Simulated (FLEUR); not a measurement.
# Pd (Fm-3m) in FLEUR: further runs

The runs below take Pd through band structure, equation of state, with PBEsol.

Program: FLEUR MaX-R8.1 (later development tree). These are calculated values, not measurements. Logs are shortened: lines on timing, memory, paths and dates and some standing lists are left out, and cuts for length are marked.

## 1. The crystal as given

It takes space group Fm-3m (No. 225, cubic). The conventional cell has a = 3.893 Å, b = 3.893 Å, c = 3.893 Å, α = 90.00°, β = 90.00°, γ = 90.00°. Pd (site symmetry m-3m) is surrounded by 12 Pd at 2.75 Å.

## 2. Band structure, PBEsol

The input, inp.xml:

```xml
<?xml version="1.0" encoding="UTF-8" standalone="no"?>
<fleurInput fleurInputVersion="0.39">
   <comment>
      Pd                                                                                                  
   </comment>
   <calculationSetup>
      <cutoffs Kmax="4.1" Gmax="12.7" GmaxXC="12.7" numbands="0"/>
      <scfLoop itmax="60" minDistance="0.00001" maxIterBroyd="15" imix="Anderson" alpha="0.05" precondParam="0.0" spinf="2.0" sdNocoIR="T"/>
      <coreElectrons ctail="T" frcor="F" kcrel="0" coretail_lmax="0"/>
      <xcFunctional name="PBEs" relativisticCorrections="F"/>
      <magnetism jspins="1"/>
      <soc l_soc="F" theta="0.0" phi="0.0" spav="F"/>
      <expertModes spex="0" secvar="F"/>
      <geometryOptimization l_f="F" forcealpha="1.0" forcemix="BFGS" epsdisp="0.00001" epsforce="0.00001"/>
      <ldaU l_linMix="F" mixParam="0.05" spinf="1.0"/>
   </calculationSetup>
   <cell>
      <bzIntegration valenceElectrons="18.0" mode="hist" fermiSmearingEnergy="0.00183747">
         <kPointListSelection listName="default-1"/>
         <!-- k-points included here -->
         <xi:include xmlns:xi="http://www.w3.org/2001/XInclude" href="kpts.xml"> </xi:include>
      </bzIntegration>
      <!-- symmetry operations included here -->
      <xi:include xmlns:xi="http://www.w3.org/2001/XInclude" href="sym.xml"> </xi:include>
      <bulkLattice scale="1.0">
         <bravaisMatrix>
            <row-1>    0.0000000000000000     3.6783519015338997     3.6783519015338997</row-1>
            <row-2>    3.6783519015338997     0.0000000000000000     3.6783519015338997</row-2>
            <row-3>    3.6783519015338997     3.6783519015338997     0.0000000000000000</row-3>
         </bravaisMatrix>
      </bulkLattice>
   </cell>
   <atomSpecies>
      <species name="Palladium (Pd)" element="Pd" atomicNumber="46">
         <mtSphere radius="2.41" gridPoints="797" logIncrement="0.016"/>
         <atomicCutoffs lmax="10" lnonsphr="8"/>
         <electronConfig flipSpins="F">
            <coreConfig>(1s1/2) (2s1/2) (2p1/2) (2p3/2) (3s1/2) (3p1/2) (3p3/2) (3d3/2) (3d5/2)</coreConfig>
            <valenceConfig>(4s1/2) (4p1/2) (4p3/2) (5s1/2) (4d3/2) (4d5/2)</valenceConfig>
            <stateOccupation state="(5s1/2)" spinUp="0.500000" spinDown="0.500000"/>
            <stateOccupation state="(4d3/2)" spinUp="1.800000" spinDown="1.800000"/>
            <stateOccupation state="(4d5/2)" spinUp="2.700000" spinDown="2.700000"/>
         </electronConfig>
         <energyParameters s="5" p="5" d="4" f="4"/>
         <lo type="SCLO" l="0" n="4" eDeriv="0"/>
         <lo type="SCLO" l="1" n="4" eDeriv="0"/>
         <lo type="SCLO" l="1" n="4" eDeriv="1"/>
         <lo type="SCLO" l="2" n="4" eDeriv="2"/>
         <lo type="SCLO" l="3" n="4" eDeriv="2"/>
      </species>
   </atomSpecies>
   <atomGroups>
      <atomGroup species="Palladium (Pd)">
         <relPos label="                   1">.0000000000 .0000000000 .0000000000</relPos>
         <force calculate="T" relaxXYZ="TTT"/>
      </atomGroup>
   </atomGroups>
   <output dos="F" band="F" slice="F">
      <checks vchk="F" cdinf="F"/>
      <bandDOS minEnergy="-.5*Htr" maxEnergy="0.5*Htr" sigma="0.015" storeEVData="T"/>
      <vacuumDOS vacdos="F" integ="F" star="F" nstars="0" locx1="0.0" locy1="0.0" locx2="0.0" locy2="0.0" nstm="0" tworkf="0.0"/>
      <unfoldingBand unfoldBand="F" supercellX="1" supercellY="1" supercellZ="1"/>
      <plotting iplot="0" polar="F">
         <plot TwoD="T" vec1="  1.0  0.0  0.0" vec2="  0.0  1.0  0.0" vec3="  0.0  0.0  1.0" zero="  0.0  0.0  0.0" file="plot"/>
      </plotting>
      <chargeDensitySlicing numkpt="0" minEigenval="0.0" maxEigenval="0.0" nnne="0" pallst="F"/>
      <specialOutput eonly="F"/>
      <moessbauerParams electricFieldGradient="T" isomerShift="T" coreHyperfine="T" valenceHyperfine="T"/>
      <magneticCircularDichroism mcd="F" energyLo="-10.0" energyUp="0.0"/>
   </output>
  <!-- We include the file relax.xml here to enable relaxations (see documentation) -->
  <xi:include xmlns:xi="http://www.w3.org/2001/XInclude" href="relax.xml"> <xi:fallback/> </xi:include>
</fleurInput>
```

The input, crystal.txt:

```
Pd
&input cartesian=F /
0.0000000000  1.9465000000  1.9465000000
1.9465000000  0.0000000000  1.9465000000
1.9465000000  1.9465000000  0.0000000000
1.8897261246
1.0 1.0 1.0

1
46 0.0000000000  0.0000000000  0.0000000000

&kpt div1=12 div2=12 div3=12 gamma=T /
```

The input, inp.xml (bands):

```
<?xml version="1.0" encoding="UTF-8" standalone="no"?>
<fleurInput fleurInputVersion="0.39">
   <comment>
      Pd                                                                                                  
   </comment>
   <calculationSetup>
      <cutoffs Kmax="4.1" Gmax="12.7" GmaxXC="12.7" numbands="0"/>
      <scfLoop itmax="60" minDistance="0.00001" maxIterBroyd="15" imix="Anderson" alpha="0.05" precondParam="0.0" spinf="2.0" sdNocoIR="T"/>
      <coreElectrons ctail="T" frcor="F" kcrel="0" coretail_lmax="0"/>
      <xcFunctional name="PBEs" relativisticCorrections="F"/>
      <magnetism jspins="1"/>
      <soc l_soc="F" theta="0.0" phi="0.0" spav="F"/>
      <expertModes spex="0" secvar="F"/>
      <geometryOptimization l_f="F" forcealpha="1.0" forcemix="BFGS" epsdisp="0.00001" epsforce="0.00001"/>
      <ldaU l_linMix="F" mixParam="0.05" spinf="1.0"/>
   </calculationSetup>
   <cell>
      <bzIntegration valenceElectrons="18.0" mode="hist" fermiSmearingEnergy="0.00183747">
         <kPointListSelection listName="path-1"/>
         <!-- k-points included here -->
         <xi:include xmlns:xi="http://www.w3.org/2001/XInclude" href="kpts.xml"> </xi:include>
      </bzIntegration>
      <!-- symmetry operations included here -->
      <xi:include xmlns:xi="http://www.w3.org/2001/XInclude" href="sym.xml"> </xi:include>
      <bulkLattice scale="1.0">
         <bravaisMatrix>
            <row-1>    0.0000000000000000     3.6783519015338997     3.6783519015338997</row-1>
            <row-2>    3.6783519015338997     0.0000000000000000     3.6783519015338997</row-2>
            <row-3>    3.6783519015338997     3.6783519015338997     0.0000000000000000</row-3>
         </bravaisMatrix>
      </bulkLattice>
   </cell>
   <atomSpecies>
      <species name="Palladium (Pd)" element="Pd" atomicNumber="46">
         <mtSphere radius="2.41" gridPoints="797" logIncrement="0.016"/>
         <atomicCutoffs lmax="10" lnonsphr="8"/>
         <electronConfig flipSpins="F">
            <coreConfig>(1s1/2) (2s1/2) (2p1/2) (2p3/2) (3s1/2) (3p1/2) (3p3/2) (3d3/2) (3d5/2)</coreConfig>
            <valenceConfig>(4s1/2) (4p1/2) (4p3/2) (5s1/2) (4d3/2) (4d5/2)</valenceConfig>
            <stateOccupation state="(5s1/2)" spinUp="0.500000" spinDown="0.500000"/>
            <stateOccupation state="(4d3/2)" spinUp="1.800000" spinDown="1.800000"/>
            <stateOccupation state="(4d5/2)" spinUp="2.700000" spinDown="2.700000"/>
         </electronConfig>
         <energyParameters s="5" p="5" d="4" f="4"/>
         <lo type="SCLO" l="0" n="4" eDeriv="0"/>
         <lo type="SCLO" l="1" n="4" eDeriv="0"/>
         <lo type="SCLO" l="1" n="4" eDeriv="1"/>
         <lo type="SCLO" l="2" n="4" eDeriv="2"/>
         <lo type="SCLO" l="3" n="4" eDeriv="2"/>
      </species>
   </atomSpecies>
   <atomGroups>
      <atomGroup species="Palladium (Pd)">
         <relPos label="                   1">.0000000000 .0000000000 .0000000000</relPos>
         <force calculate="T" relaxXYZ="TTT"/>
      </atomGroup>
   </atomGroups>
   <output dos="F" band="T" slice="F">
      <checks vchk="F" cdinf="F"/>
      <bandDOS minEnergy="-.5*Htr" maxEnergy="0.5*Htr" sigma="0.015" storeEVData="T"/>
      <vacuumDOS vacdos="F" integ="F" star="F" nstars="0" locx1="0.0" locy1="0.0" locx2="0.0" locy2="0.0" nstm="0" tworkf="0.0"/>
      <unfoldingBand unfoldBand="F" supercellX="1" supercellY="1" supercellZ="1"/>
      <plotting iplot="0" polar="F">
         <plot TwoD="T" vec1="  1.0  0.0  0.0" vec2="  0.0  1.0  0.0" vec3="  0.0  0.0  1.0" zero="  0.0  0.0  0.0" file="plot"/>
      </plotting>
      <chargeDensitySlicing numkpt="0" minEigenval="0.0" maxEigenval="0.0" nnne="0" pallst="F"/>
      <specialOutput eonly="F"/>
      <moessbauerParams electricFieldGradient="T" isomerShift="T" coreHyperfine="T" valenceHyperfine="T"/>
      <magneticCircularDichroism mcd="F" energyLo="-10.0" energyUp="0.0"/>
   </output>
  <!-- We include the file relax.xml here to enable relaxations (see documentation) -->
  <xi:include xmlns:xi="http://www.w3.org/2001/XInclude" href="relax.xml"> <xi:fallback/> </xi:include>
</fleurInput>
```

Potentials or basis: all-electron, FLAPW.

On the command line:

```sh
$ inpgen -f crystal.txt -profile fastHighL
$ # inp.xml edited to the form shown
$ fleur_MPI
$ fleur_MPI   # second run, on inp.xml (bands)
```

Standard output:

```text
Welcome to FLEUR        (www.flapw.de)
      MaX-Release 8.1          (www.max-centre.eu)

 ========== k-point set info ==========
 Selected k-point list: default-1
 k-point list type: mesh
 12 x 12 x 12
 Number of k points: 72

 ------------Calculation Setup---------------------------
 Number of MPI-tasks      :            1
 Number of PE/node        :            1
 Number of OMP-threads    :            1
 Most efficient MPI parallelization for:
           1           2           3           4           6           8           9          12          18          24          36          72
 Additional eigenvalue parallelization possible
 Number of basis functions:          160
 Approximate size of matrices (H+S) per k-point:         0.000 GB
 --------------------------------------------------------
 Iteration:     1   Distance:      14.32155251 me/bohr^3
 Iteration:     2   Distance:      12.30496295 me/bohr^3
 Iteration:     3   Distance:       4.51014449 me/bohr^3
 Iteration:     4   Distance:       3.47102233 me/bohr^3
 Iteration:     5   Distance:       0.82861013 me/bohr^3
 Iteration:     6   Distance:       1.00272707 me/bohr^3
 Iteration:     7   Distance:       0.19572991 me/bohr^3
 Iteration:     8   Distance:       0.02288403 me/bohr^3
 Iteration:     9   Distance:       0.00313621 me/bohr^3
 Iteration:    10   Distance:       0.00125162 me/bohr^3
 Iteration:    11   Distance:       0.00117282 me/bohr^3
 Iteration:    12   Distance:       0.00004229 me/bohr^3
 Iteration:    13   Distance:       0.00003885 me/bohr^3
 Iteration:    14   Distance:       0.00000029 me/bohr^3

 ********************************************************************
 Run finished successfully
 Stop message:
   all done
 ********************************************************************
```

output (bands):

```text
Welcome to FLEUR        (www.flapw.de)
      MaX-Release 8.1          (www.max-centre.eu)

 ========== k-point set info ==========
 Selected k-point list: path-1
 k-point list type: path
 Number of k points: 60

 ------------Calculation Setup---------------------------
 Number of MPI-tasks      :            1
 Number of PE/node        :            1
 Number of OMP-threads    :            1
 Most efficient MPI parallelization for:
           1           2           3           4           5           6          10          12          15          20          30          60
 Additional eigenvalue parallelization possible
 Number of basis functions:          160
 Approximate size of matrices (H+S) per k-point:         0.000 GB
 --------------------------------------------------------
 Fermi energy correction for metals:
 Fermi energy in bands.* files may not be consistent with last density.
 Please correct it manually (e.g. in band.gnu file).

 Note: Band structure data (together with different weights) is also stored in the banddos.hdf file.
       A convenient way of extracting and plotting the data from that file is by making use of the

 ********************************************************************
 Run finished successfully
 Stop message:
   Charge density postprocessing done.
 ********************************************************************
```

out.xml (last iteration):

```text
<iteration numberForCurrentRun="   14" overallNumber="   14">
         <energyParameters units="Htr">
            <atomicEP atomType="1" spin="1" branch="5s" branchLowest="-2.68" branchHighest="1.96" value="0.2950627461"/>
            <atomicEP atomType="1" spin="1" branch="5p" branchLowest="-1.40" branchHighest="2.66" value="0.4296779061"/>
            <atomicEP atomType="1" spin="1" branch="4d" branchLowest="-11.52" branchHighest="0.52" value="0.3151663255"/>
            <atomicEP atomType="1" spin="1" branch="4f" branchLowest="-9.99" branchHighest="2.48" value="0.7261872277"/>
            <loAtomicEP atomType="1" spin="1" branch="4s" branchLowest="-22.90" branchHighest="-2.68" value="-2.6853611084"/>
            <loAtomicEP atomType="1" spin="1" branch="4p" branchLowest="-18.50" branchHighest="-1.40" value="-1.4308979642"/>
            <loAtomicEP atomType="1" spin="1" branch="4p" branchLowest="-18.50" branchHighest="-1.40" value="-1.4308979642"/>
            <loAtomicEP atomType="1" spin="1" branch="4d" branchLowest="-11.52" branchHighest="0.52" value="0.3099566361"/>
            <loAtomicEP atomType="1" spin="1" branch="4f" branchLowest="-9.99" branchHighest="2.48" value="0.7261893544"/>
         </energyParameters>
         <eigenvalues>
            <eigenvaluesAt spin="1" ikpt="1" k_x="0.00000000" k_y="0.00000000" k_z="0.00000000">
                      -2.6873620700       -1.4199983444       -1.4199983444       -1.4199983444        0.1359845910
                       0.2970827600        0.2970827600        0.2970827600        0.3572206180        0.3572206180
                       1.0246406740        1.1976939205        1.1976939205        1.1976939205        1.4029150744
            </eigenvaluesAt>
            <eigenvaluesAt spin="1" ikpt="2" k_x="0.00000000" k_y="0.00000000" k_z="0.08333333">
                      -2.6872284719       -1.4210373703       -1.4201456040       -1.4201456040        0.1452026019
                       0.2938676351        0.3002231865        0.3002231865        0.3557682509        0.3557682509
                       1.0340209478        1.1457211077        1.2084292954        1.2084292954        1.4263941681
            </eigenvaluesAt>
            <eigenvaluesAt spin="1" ikpt="3" k_x="0.00000000" k_y="0.00000000" k_z="0.16666667">
                      -2.6868628583       -1.4238604975       -1.4205489613       -1.4205489613        0.1701953184
                       0.2882473168        0.3065906873        0.3065906873        0.3547624136        0.3547624136
                       1.0302255582        1.0733440322        1.2367427038        1.2367427038        1.3628545566
            </eigenvaluesAt>
[... 24 lines left out ...]
            <state n="3" l="2" j="1.5" energy="-11.6408739039" weight="2.0000000000"/>
            <state n="3" l="2" j="2.5" energy="-11.4373158974" weight="3.0000000000"/>
         </coreStates>
         <allElectronCharges>
            <spinDependentCharge spin="1" total="46.0000000" interstitial="1.3972796" mtSpheres="44.6027204"/>
            <totalCharge value="45.9999999988"/>
         </allElectronCharges>
         <moessbauerParams unitsHFF="kG" unitsIS="e/bohr^3" unitsEFG="Htr/bohr^2">
            <coreIsomerShift atomType="1" isTotal="134099.49189">
               <shell n="1" l="0" isomerShift="117893.86098"/>
               <shell n="2" l="0" isomerShift="13385.00804"/>
               <shell n="2" l="1" isomerShift="266.55488"/>
               <shell n="3" l="0" isomerShift="2500.81705"/>
               <shell n="3" l="1" isomerShift="53.25094"/>
               <shell n="3" l="2" isomerShift="0.00001"/>
            </coreIsomerShift>
            <isomerShift atomType="1" nucleusRadius="0.0001119" averageDensity="134584.50374"/>
            <electricFieldGradient atomType="1" VXX="0.00000" VYY="0.00000" VZZ="0.00000" asymParam="0.00000">
            </electricFieldGradient>
         </moessbauerParams>
         <totalEnergy                                    value="    -5044.6160293796" units="Htr">
            <sumOfEigenvalues                            value="    -3009.2633255591">
               <coreElectrons value="-2998.3869363856"/>
               <valenceElectrons value="-10.8763891735"/>
            </sumOfEigenvalues>
            <densityCoulombPotentialIntegral value="-8091.1406451810"/>
            <densityEffectivePotentialIntegral value="-8277.4126834126"/>
            <chargeDenXCDenIntegral value="-141.7285595933"/>
            <FockExchangeEnergyValence value="0.0000000000"/>
            <FockExchangeEnergyCore value="0.0000000000"/>
            <atomTypeDependentContributions atomType="1">
               <electronNucleiInteractionDifferentMTs value="6102.5489562767"/>
               <MadelungTerm value="-22.9175487725"/>
            </atomTypeDependentContributions>
            <tkbTimesEntropy value="0.0007176893"/>
            <freeEnergy value="-5044.6167470688"/>
            <extrapolationTo0K value="-5044.6163882242"/>
         </totalEnergy>
         <densityConvergence units="me/bohr^3">
            <chargeDensity spin="1" distance="0.0000002884"/>
         </densityConvergence>
      </iteration>
```

It took 13 s on 1 thread of Arm Neoverse V1, shared host; peak memory 0.06 GiB.

What came out:

| Quantity | Value |
| --- | --- |
| Free energy | -137271.0148 eV |
| Band gap along the path | none (metal or under the smearing width) |
| Valence electrons inside the program's atomic spheres | Pd 16.60 (radii Pd 2.41 bohr) |

Levels at the corners of the path, in eV from the Fermi level:
```csv
point,band 6,band 7,band 8,band 9,band 10,band 11,band 12,band 13
Γ,-2.84,-2.84,-2.84,-1.21,-1.21,16.95,21.66,21.66
X,-5.13,-0.02,0.31,0.31,3.27,10.73,13.09,13.09
W,-3.40,-3.40,-1.31,0.31,8.85,8.85,10.32,11.57
K,-4.17,-1.98,-0.93,-0.15,7.07,8.03,10.79,15.80
Γ,-2.84,-2.84,-2.84,-1.21,-1.21,16.95,21.66,21.66
L,-2.89,-2.89,0.00,0.00,0.94,7.28,16.36,20.85
U,-4.17,-1.98,-0.93,-0.15,7.07,8.03,10.79,15.80
W,-3.40,-3.40,-1.31,0.31,8.85,8.85,10.32,11.57
L,-2.89,-2.89,0.00,0.00,0.94,7.28,16.36,20.85
K,-4.17,-1.98,-0.93,-0.15,7.07,8.03,10.79,15.80
U,-4.17,-1.98,-0.93,-0.15,7.07,8.03,10.79,15.80
X,-5.13,-0.02,0.31,0.31,3.27,10.73,13.09,13.09
```

Core levels (eV from the Fermi level):
| atom | levels |
| --- | --- |
| 1 Pd | 1s1/2 -24138.1, 2s1/2 -3522.9, 2p1/2 -3268.1, 2p3/2 -3108.9, 3s1/2 -634.1, 3p1/2 -533.6, 3p3/2 -505.8, 3d3/2 -327.7, 3d5/2 -322.2 |

## 3. Equation of state, PBEsol, 13.87 Å³/atom (volume scaled by 0.94)

Edit inp.xml of step 2 so:

```diff
@@ -6,3 +6,3 @@
    <calculationSetup>
-      <cutoffs Kmax="4.1" Gmax="12.7" GmaxXC="12.7" numbands="0"/>
+      <cutoffs Kmax="4.15" Gmax="12.9" GmaxXC="12.9" numbands="0"/>
       <scfLoop itmax="60" minDistance="0.00001" maxIterBroyd="15" imix="Anderson" alpha="0.05" precondParam="0.0" spinf="2.0" sdNocoIR="T"/>
@@ -24,3 +24,3 @@
       <xi:include xmlns:xi="http://www.w3.org/2001/XInclude" href="sym.xml"> </xi:include>
-      <bulkLattice scale="1.0">
+      <bulkLattice scale="0.9795861087">
          <bravaisMatrix>
@@ -34,3 +34,3 @@
       <species name="Palladium (Pd)" element="Pd" atomicNumber="46">
-         <mtSphere radius="2.41" gridPoints="797" logIncrement="0.016"/>
+         <mtSphere radius="2.36" gridPoints="797" logIncrement="0.016"/>
          <atomicCutoffs lmax="10" lnonsphr="8"/>
```

Potentials or basis: all-electron, FLAPW.

On the command line:

```sh
$ inpgen -f crystal.txt -profile fastHighL
$ # inp.xml edited to the form shown
$ fleur_MPI
```

Wall time 11 s (1 thread of Arm Neoverse V1, shared host); peak memory 0.08 GiB.

Results (log left out):

* Free energy: -137270.9934 eV
* Band gap on the k mesh: none (metal or under the smearing width)
* Valence electrons inside the program's atomic spheres: Pd 16.53 (radii Pd 2.36 bohr)

(Part 1 of 2 ends here.)
